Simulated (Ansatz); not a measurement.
Start of a relaxation of Nb3N:

```cif
data_structure
_symmetry_space_group_name_H-M 'Cmmm'
_symmetry_Int_Tables_number 65
_cell_length_a 5.5863
_cell_length_b 5.9778
_cell_length_c 3.6040
_cell_angle_alpha 90.000
_cell_angle_beta 90.000
_cell_angle_gamma 90.000
_cell_volume 120.35
loop_
_atom_site_label
_atom_site_type_symbol
_atom_site_symmetry_multiplicity
_atom_site_Wyckoff_symbol
_atom_site_fract_x
_atom_site_fract_y
_atom_site_fract_z
_atom_site_occupancy
Nb1 Nb 4 i 0.50000 0.79242 0.00000 1
Nb2 Nb 2 d 0.00000 0.00000 0.50000 1
N1 N 2 a 0.00000 0.00000 0.00000 1
```

Method: Ansatz, DFT PBE, scalar-relativistic, plane waves, PAW. Cutoff 420 eV, Gaussian smearing, Γ-centred meshes. Cell and atoms relax first on a coarse mesh and then on a finer one. In between, the cell is made exact in the group found at 0.06 Å. In metals the finer mesh still leaves noise of several meV/atom or more. The steps can't lower the symmetry of their start. No spin polarisation.

A guess keeps its type if space group and coordination stay and the shape of the cell changes little (axis ratios within about 15 %, angles within 6°); the volume may change.

Question: Does this structure survive the relaxation?

Answer: It doesn't keep its type. The symmetry stays Cmmm (No. 65). The volume per atom grows by 14.2 %, from 15.0 to 17.2 Å³. The shortest distance goes from 1.75 Å (Nb–N) to 1.99 Å (Nb–N). Counting neighbours within 15 % of an atom's shortest distance, the start has N 4, Nb 1/2 and the end N 4, Nb 2/3. In detail, at the end around Nb on a site of symmetry m2m lie 1 N at 2.26 Å, 2 Nb at 2.54 Å, 1 Nb at 2.74 Å, 2 N at 2.74 Å, 2 Nb at 3.01 Å and 4 Nb at 3.39 Å; Nb on a site of symmetry mmm is surrounded by 2 N at 1.99 Å, 4 Nb at 3.01 Å and 8 Nb at 3.39 Å; around N lie 2 Nb at 1.99 Å and 2 Nb at 2.26 Å.

```cif
data_structure
_symmetry_space_group_name_H-M 'Cmmm'
_symmetry_Int_Tables_number 65
_cell_length_a 4.7545
_cell_length_b 7.2487
_cell_length_c 3.9893
_cell_angle_alpha 90.000
_cell_angle_beta 90.000
_cell_angle_gamma 90.000
_cell_volume 137.49
loop_
_atom_site_label
_atom_site_type_symbol
_atom_site_symmetry_multiplicity
_atom_site_Wyckoff_symbol
_atom_site_fract_x
_atom_site_fract_y
_atom_site_fract_z
_atom_site_occupancy
Nb1 Nb 4 i 0.50000 0.81112 0.00000 1
Nb2 Nb 2 d 0.00000 0.00000 0.50000 1
N1 N 2 a 0.00000 0.00000 0.00000 1
```

Formation energies are uncorrected and refer to the elements' standard structures at the same level (N₂ as a molecule).

Question: At what energy does it end?

Answer: +0.45 eV/atom. The separate elements lie lower, so it is unstable against them.

The last run used a 12×12×12 mesh for its 4-atom cell and Gaussian smearing of 0.10 eV. A structure relaxed within its symmetry needn't be a true minimum.

In counts of neighbours, a slash parts the counts of unlike sites.
